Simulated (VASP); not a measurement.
A run of VASP 6.6.1 is set up as follows.

Contents of INCAR:

```
SYSTEM = GaN
PREC = Accurate
ENCUT = 600
EDIFF = 1E-6
ISMEAR = 0
SIGMA = 0.03
LREAL = .FALSE.
LASPH = .TRUE.
NELM = 80
ALGO = Normal
ISIF = 3
LWAVE = .FALSE.
LCHARG = .FALSE.
GGA = PS
IBRION = 2
NSW = 90
EDIFFG = -0.01
```

The input KPOINTS:

```
Automatic mesh
0
G
  10 10 10
  0 0 0
```

The input POSCAR:

```
GaN
1.0
    0.0000000000      2.2535006100      2.2535006100
    2.2535006100      0.0000000000      2.2535006100
    2.2535006100      2.2535006100      0.0000000000
Ga N
1 1
Direct
    0.0000000000      0.0000000000      0.0000000000
    0.7500000000      0.7500000000      0.7500000000
```

Potentials or basis: VASP PAW PBE potentials, release 64 (Ga_d, N).

Run with:

```sh
$ cat potpaw_PBE.64/Ga_d/POTCAR potpaw_PBE.64/N/POTCAR > POTCAR
$ mpirun -np 1 vasp_std > vasp.out
```

Task: Estimate the relaxed cell.

Result: a = 3.178 Å, b = 3.178 Å, c = 3.178 Å, α = 60.00°, β = 60.00°, γ = 60.00°.

Task: Estimate the space group after relaxing (to 0.05 Å).

Result: F-43m (No. 216).

Task: Estimate the band gap on the k mesh.

Result: 1.74 eV, direct.

Final structure:
```cif
data_structure
_symmetry_space_group_name_H-M 'P 1'
_symmetry_Int_Tables_number 1
_cell_length_a 3.1779
_cell_length_b 3.1779
_cell_length_c 3.1779
_cell_angle_alpha 60.000
_cell_angle_beta 60.000
_cell_angle_gamma 60.000
_cell_volume 22.69
loop_
_atom_site_label
_atom_site_type_symbol
_atom_site_fract_x
_atom_site_fract_y
_atom_site_fract_z
_atom_site_occupancy
Ga1 Ga 0.00000 0.00000 0.00000 1
N1 N 0.75000 0.75000 0.75000 1
```

 A hybrid or GW would open this gap; PBEsol tends to underestimate it.
